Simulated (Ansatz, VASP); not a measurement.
# Cross-check of Zn36NO35 (N on an O site in ZnO) between VASP and Ansatz

Wanted: the spread between two codes on one cell, functional and k mesh. The cell is taken from a series of runs on this material, whose earlier steps may have relaxed, scaled, displaced or heated it; both programs get it as it stands.

Method: plane waves, with VASP 6.6.1 beside it; single point at PBEsol, in Ansatz 0.2.0.

### Step 1. Set-up

The cell holds 72 atoms: 36 Zn, 35 O and 1 N. Cell: a = 9.690 Å, b = 9.690 Å, c = 10.428 Å, α = 90.0°, β = 90.0°, γ = 120.0°. It derives from ZnO (ZnO (P6_3mc)). Nearest the centre at fractional (0.444, 0.556, 0.439): N72 at 0.01 Å, Zn24 at 1.92 Å, Zn8 at 1.93 Å, Zn17 at 1.93 Å, Zn20 at 1.95 Å, O53 at 3.18 Å, O58 at 3.20 Å, O43 at 3.20 Å.

### Step 2. Ansatz: single point, PBEsol

Ansatz runs on its default PAW (the set named soft_2) files.

A single point gives forces, pressure and levels at one fixed geometry, so differences don't come from the geometry; what else differs is listed under the comparison.

Contents of input.yaml:

```yaml
crystal:
  lattice:
    - [9.69022245, 0.0, 0.0]
    - [-4.84511122, 8.39197881, 0.0]
    - [0.0, 0.0, 10.42819828]
  atoms:
    - { symbol: Zn, position: [0.110477971, 0.223115654, 0.249828845] }
    - { symbol: Zn, position: [0.221779185, 0.110316432, 0.001225248] }
    - { symbol: O, position: [0.221817064, 0.111329429, 0.190857728] }
    - { symbol: O, position: [0.10789328, 0.217930151, 0.439498012] }
    - { symbol: Zn, position: [0.111105655, 0.221603759, 0.749825873] }
    - { symbol: Zn, position: [0.222098755, 0.109916154, 0.49992281] }
    - { symbol: O, position: [0.222183754, 0.110300918, 0.689758806] }
    - { symbol: O, position: [0.110920027, 0.2211129, 0.939171829] }
    - { symbol: Zn, position: [0.110573029, 0.554877495, 0.250524907] }
    - { symbol: Zn, position: [0.222091578, 0.443950678, -0.001817112] }
    - { symbol: O, position: [0.220043036, 0.444044637, 0.186509886] }
    - { symbol: O, position: [0.111210706, 0.552444309, 0.440544258] }
    - { symbol: Zn, position: [0.111621743, 0.555319194, 0.749335351] }
    - { symbol: Zn, position: [0.226388745, 0.44064203, 0.497083329] }
    - { symbol: O, position: [0.221154892, 0.443101209, 0.688498382] }
    - { symbol: O, position: [0.110442152, 0.555347625, 0.938911428] }
    - { symbol: Zn, position: [0.110805562, 0.888877344, 0.250665088] }
    - { symbol: Zn, position: [0.222621316, 0.777072865, 0.000625531] }
    - { symbol: O, position: [0.222005055, 0.777541129, 0.190388353] }
    - { symbol: O, position: [0.112267986, 0.887016198, 0.440345742] }
    - { symbol: Zn, position: [0.111401172, 0.888274267, 0.750505805] }
    - { symbol: Zn, position: [0.22402229, 0.77567881, 0.499489414] }
    - { symbol: O, position: [0.222452886, 0.777346542, 0.689163645] }
    - { symbol: O, position: [0.111226917, 0.888281777, 0.940242235] }
    - { symbol: Zn, position: [0.444313525, 0.224453457, 0.251350433] }
    - { symbol: Zn, position: [0.555206018, 0.110438993, 0.001212918] }
    - { symbol: O, position: [0.554465393, 0.112198043, 0.190955399] }
    - { symbol: O, position: [0.44534375, 0.223089105, 0.441157988] }
    - { symbol: Zn, position: [0.443483235, 0.220641067, 0.752056211] }
    - { symbol: Zn, position: [0.555466351, 0.110575318, 0.500886382] }
    - { symbol: O, position: [0.555584551, 0.11105583, 0.690109312] }
    - { symbol: O, position: [0.444204929, 0.222102923, 0.941588059] }
    - { symbol: Zn, position: [0.44128995, 0.558104701, 0.254572833] }
    - { symbol: Zn, position: [0.554469799, 0.445038904, 0.000291001] }
    - { symbol: O, position: [0.553103368, 0.446713787, 0.190226883] }
    - { symbol: "N", position: [0.444788021, 0.554876664, 0.439694697] }
    - { symbol: Zn, position: [0.444298752, 0.555697085, 0.747812032] }
    - { symbol: Zn, position: [0.552551477, 0.446352064, 0.504734453] }
    - { symbol: O, position: [0.556963885, 0.442831096, 0.693705929] }
    - { symbol: O, position: [0.444035005, 0.555488614, 0.93756067] }
    - { symbol: Zn, position: [0.444791192, 0.889030836, 0.250424679] }
    - { symbol: Zn, position: [0.555659222, 0.777537371, -0.001868355] }
    - { symbol: O, position: [0.555547349, 0.779418426, 0.18647135] }
    - { symbol: O, position: [0.44700254, 0.888417148, 0.440366152] }
    - { symbol: Zn, position: [0.444607866, 0.888270781, 0.749263924] }
    - { symbol: Zn, position: [0.558752395, 0.773131285, 0.496907526] }
    - { symbol: O, position: [0.55678515, 0.778687764, 0.688538716] }
    - { symbol: O, position: [0.444175347, 0.88911235, 0.938885611] }
    - { symbol: Zn, position: [0.777195419, 0.222433797, 0.250289151] }
    - { symbol: Zn, position: [0.888881471, 0.110741259, -0.000124159] }
    - { symbol: O, position: [0.888030939, 0.11161263, 0.18932239] }
    - { symbol: O, position: [0.777205196, 0.222595655, 0.439976579] }
    - { symbol: Zn, position: [0.777359204, 0.222574574, 0.751224956] }
    - { symbol: Zn, position: [0.887907237, 0.111721849, 0.50142777] }
    - { symbol: O, position: [0.888442928, 0.111526216, 0.690627586] }
    - { symbol: O, position: [0.777462037, 0.22226008, 0.940673182] }
    - { symbol: Zn, position: [0.775154616, 0.555386957, 0.251388577] }
    - { symbol: Zn, position: [0.889174512, 0.444413226, 0.001258198] }
    - { symbol: O, position: [0.887510565, 0.44534001, 0.190985863] }
    - { symbol: O, position: [0.776143265, 0.554173671, 0.441212739] }
    - { symbol: Zn, position: [0.77901242, 0.556365329, 0.752096398] }
    - { symbol: Zn, position: [0.888830649, 0.444171998, 0.500920049] }
    - { symbol: O, position: [0.888918927, 0.444502945, 0.690164791] }
    - { symbol: O, position: [0.777546574, 0.555354708, 0.941643436] }
    - { symbol: Zn, position: [0.776367053, 0.889084952, 0.249835825] }
    - { symbol: Zn, position: [0.889263826, 0.777834433, 0.001270787] }
    - { symbol: O, position: [0.888333178, 0.777859942, 0.19088816] }
    - { symbol: O, position: [0.781643624, 0.891789274, 0.439479817] }
    - { symbol: Zn, position: [0.778123803, 0.888787577, 0.749790161] }
    - { symbol: Zn, position: [0.889427151, 0.777466761, 0.499951043] }
    - { symbol: O, position: [0.889382858, 0.777554156, 0.689773557] }
    - { symbol: O, position: [0.778556787, 0.888702075, 0.939187504] }
  host:
    repeats: [3, 3, 2]
    atoms:
      - { symbol: Zn, position: [0.333333333, 0.666666667, 0.500029882] }
      - { symbol: Zn, position: [0.666666667, 0.333333333, 2.9882e-05] }
      - { symbol: O, position: [0.666666667, 0.333333333, 0.378980118] }
      - { symbol: O, position: [0.333333333, 0.666666667, 0.878980118] }
basis:
  ecutwfc: 420
  xc_grid: 2
hamiltonian:
  xc: pbesol
kpoints:
  mp_grid: { grid: [2, 2, 2], shift: [0.5, 0.5, 0.5] }
magnetization:
  spin_polarized: true
  initial_magnetization: 1
  spin_locking: { lock_magnetization: hard }
scf:
  occupations: { method: fermi_dirac, width: 0.01 }
  max_iter: 120
output:
  forces: true
  charged_corrections:
    epsilon: [5.3, 5.3, 5.35]
    static_epsilon: [10.12, 10.12, 10.97]
    defect_position: [0.444444, 0.555556, 0.43949]
  eigenvalues: true
checkpoint:
  read: "../relax0.run"
  write: "../point0.run"
  compress: false
  write_wavefunctions: true
  write_every: 100000
```

Launch:

```
$ ansatz run input.yaml --threads 4 --pin off --max-ram 14131MiB --backend cpu --events-out ev --progress --plain --runs-dir out
```

Numbers of over 12 decimals in the logs are rounded to 6 here.

The log of the run:

```text
Engine: ansatz 0.2.0, aarch64-unknown-linux-gnu
Pseudopotentials: kind: paw
Pseudopotential: Zn, paw, valence charge 12, recommended cutoff 420 eV (normal), Zn.paw.azcp
Pseudopotential: O, paw, valence charge 6, recommended cutoff 420 eV (normal), O.paw.azcp
Pseudopotential: N, paw, valence charge 5, recommended cutoff 420 eV (normal), N.paw.azcp
Functional definition: PBEsol
  exchange = pbesol_x
  correlation = pbesol_c
Crystal: 72 atoms, lattice volume = 848.023 Å³
Basis set: ecut = 420 eV, 16571 PW (Γ), exchange–correlation on 144×144×144 points (8 copies of the dense FFT grid, shifted against one another)
Bands: 396, of which v1, the nominal top of the filled ones, is band 324 counted from 1 (323 counted from 0)
Symmetry: 1 space group operations
Space group: P1 (ITA 1), of the structure as read, at distance tolerance 9.5e-5 Å
Magnetic group: BNS 1.1 (UNI 1), of the structure as read, at distance tolerance 9.5e-5 Å
k-points: 4 of 8 (time reversal used)
Non-local potential: Zn, projectors of the file, l = 0: 2, l = 1: 2, l = 2: 3, l = 3: 1
Non-local potential: O, projectors of the file, l = 0: 2, l = 1: 2, l = 2: 1
Non-local potential: N, projectors of the file, l = 0: 2, l = 1: 2, l = 2: 1
PAW form: soft (Blöchl's): semilocal exchange-correlation on the pseudo side does not see the compensation charge
PAW frozen core: Zn, regenerated for the run's functional, and the local potential with it (the file was generated under x = pbe(κ = 0.804, μ = 0.219515), c = pbe(β = 0.066725))
PAW frozen core: O, regenerated for the run's functional, and the local potential with it (the file was generated under x = pbe(κ = 0.804, μ = 0.219515), c = pbe(β = 0.066725))
PAW frozen core: N, regenerated for the run's functional, and the local potential with it (the file was generated under x = pbe(κ = 0.804, μ = 0.219515), c = pbe(β = 0.066725))
PAW one-centre angular grid: Zn, 590 points (default); XC on 64 Gauss nodes
PAW one-centre angular grid: O, 110 points (default); XC on 64 Gauss nodes
PAW one-centre angular grid: N, 110 points (default); XC on 64 Gauss nodes
Initial density: read from a saved state, or passed on in memory by an earlier SCF of this step, an earlier step, the calling program or the single point that the run made first
Stability of the state it starts from, as read at its close in the collinear treatment: not read negative (Ritz values of 1 − χ₀K, real part plus size of imaginary part, from 0.92 to 1.0, by its mixing steps under no symmetry); read among states of the locked total moment alone; its run was given moments
Starting moments: Σ|m| = 1 μB on 72 of 72 sites; this step starts from the density that it was given
Initial wavefunctions: pseudopotential atomic-orbital guess — the wavefunctions supplied were not used: k-point sampling differs
Functional: x = pbesol(κ = 0.804, μ = 0.123457), c = pbesol(β = 0.046)
iter 1 solved again at ethr=1.05e-5 eV; its pass at ethr=3.10e-3 eV (dr2=6.79e-2 eV) is discarded
SCF iter   1: F=—  HF=-138132.339940 eV  |F-HF|=—  |Δ(HF+E_count)|=         —  Δρ=3.14e-3 (↑8.19e-4 ↓3.14e-3)  dr2=6.67e-2  dr2_m=2.11e-2  M=1.000 μB ∫|m|=1.098 μB  β_m=0.30  ethr=1.05e-5  ⟨swp⟩=4.0  Hψ=18808  notcnv=0
preconditioner: auto → Resta (q_TF=auto, 2.608 Å⁻¹)  ε∞=7.7  [insulator: Δε(μ)=0.089 eV  Ē_g=12.537 eV  σ=0.010 eV  W_gap=0.68  n_scr=242 (ndim 8)  ℏωp=32.4 eV  f_vac=0.029  D(μ)=18.67/eV (n_scr^D=120)  ε∞_Penn≈7.7]
spin=Collinear: Resta preconditioning applied to the charge; magnetization (m = ρ↑ − ρ↓) channel mixes plain (no charge-response kernel on spin).
SCF iter   2: F=—  HF=-138132.338121 eV  |F-HF|=—  |Δ(HF+E_count)|=   1.82e-3  Δρ=2.02e-3 (↑6.60e-4 ↓2.02e-3)  dr2=2.25e-2  dr2_m=9.88e-3  M=1.000 μB ∫|m|=1.098 μB  β_m=0.52  ethr=1.03e-5  ⟨swp⟩=2.2  Hψ=4914  notcnv=0
SCF iter   3: F=—  HF=-138132.340213 eV  |F-HF|=—  |Δ(HF+E_count)|=   2.09e-3  Δρ=1.38e-3 (↑2.27e-4 ↓1.38e-3)  dr2=1.57e-2  dr2_m=4.24e-3  M=1.000 μB ∫|m|=1.100 μB  β_m=0.57  ethr=3.47e-6  ⟨swp⟩=3.0  Hψ=6064  notcnv=0  defer=1
SCF iter   4: F=—  HF=-138132.339365 eV  |F-HF|=—  |Δ(HF+E_count)|=   8.48e-4  Δρ=2.06e-4 (↑1.73e-4 ↓2.06e-4)  dr2=7.09e-4  dr2_m=4.24e-5  M=1.000 μB ∫|m|=1.102 μB  β_m=0.60  ethr=2.43e-6  ⟨swp⟩=3.2  Hψ=6147  notcnv=0  defer=61
SCF iter   5: F=—  HF=-138132.339288 eV  |F-HF|=—  |Δ(HF+E_count)|=   7.72e-5  Δρ=1.04e-4 (↑8.22e-5 ↓1.04e-4)  dr2=2.33e-4  dr2_m=1.48e-5  M=1.000 μB ∫|m|=1.102 μB  β_m=0.71  ethr=1.10e-7  ⟨swp⟩=2.0  Hψ=5474  notcnv=0  defer=61
SCF iter   6: F=—  HF=-138132.339305 eV  |F-HF|=—  |Δ(HF+E_count)|=   1.72e-5  Δρ=7.70e-5 (↑6.00e-5 ↓7.70e-5)  dr2=1.15e-4  dr2_m=3.92e-6  M=1.000 μB ∫|m|=1.101 μB  β_m=0.62  ethr=3.60e-8  ⟨swp⟩=2.0  Hψ=5562  notcnv=0  defer=61
[...]
k-point 2 ↑: bands = [... 320 lower, 6.9874, 7.0358, 7.1693, 7.2335, 8.8396, 10.1414, 10.5544, 11.1827, ... 68 higher]
  k-point 3 ↓: bands = [... 320 lower, 7.0334, 7.2562, 7.3013, 7.3897, 8.8605, 10.1575, 10.5684, 11.1988, ... 68 higher]
```

[end of part 1 of 2]

[Lines on the potential files, build, host, timing and source positions are cut from VASP's logs without a mark.]

[Logs are printed without paths, hosts, clocks, repeated set-up lines and the standing remarks that a program may print on its own settings, such as how far it seeks lower states.]

[Hosts, paths, dates, database ids (printed as entryN), source tags and the programs' standing remarks are cut or masked in the printed files.]
